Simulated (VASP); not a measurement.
Input of a VASP 6.6.1 run:

Contents of INCAR:

```
PREC = Accurate
ENCUT = 520
EDIFF = 1E-6
ISMEAR = 0
SIGMA = 0.1
LREAL = False
LASPH = True
NELM = 100
ALGO = Normal
ISIF = 2
LWAVE = False
LCHARG = False
GGA = PE
NBANDS = 16
```

File KPOINTS:

```
Automatic mesh
0
Gamma
  9 9 4
```

File POSCAR:

```
ZrB2
1.0
    3.1713017208      0.0000000000      0.0000000000
   -1.5856508604      2.7464278533      0.0000000000
    0.0000000000      0.0000000000      3.5457929409
Zr B
1 2
Direct
    0.0000000000      0.0000000000      0.0000000000
    0.3333333333      0.6666666667      0.4999814127
    0.6666666667      0.3333333333      0.5000185873
```

Potentials or basis: VASP PAW PBE potentials, release 64 (Zr_sv, B).

Command:

```bash
$ cat potpaw_PBE.64/Zr_sv/POTCAR potpaw_PBE.64/B/POTCAR > POTCAR
$ mpirun -np 1 vasp_std > vasp.out
```

Question: Estimate the pressure.

Answer: 0.2 GPa.

Question: Estimate the band gap on the k mesh.

Answer: None (metal or under the smearing width).

Caveat: the k mesh is coarse (spacing up to 0.44 Å⁻¹), so the values aren't converged.
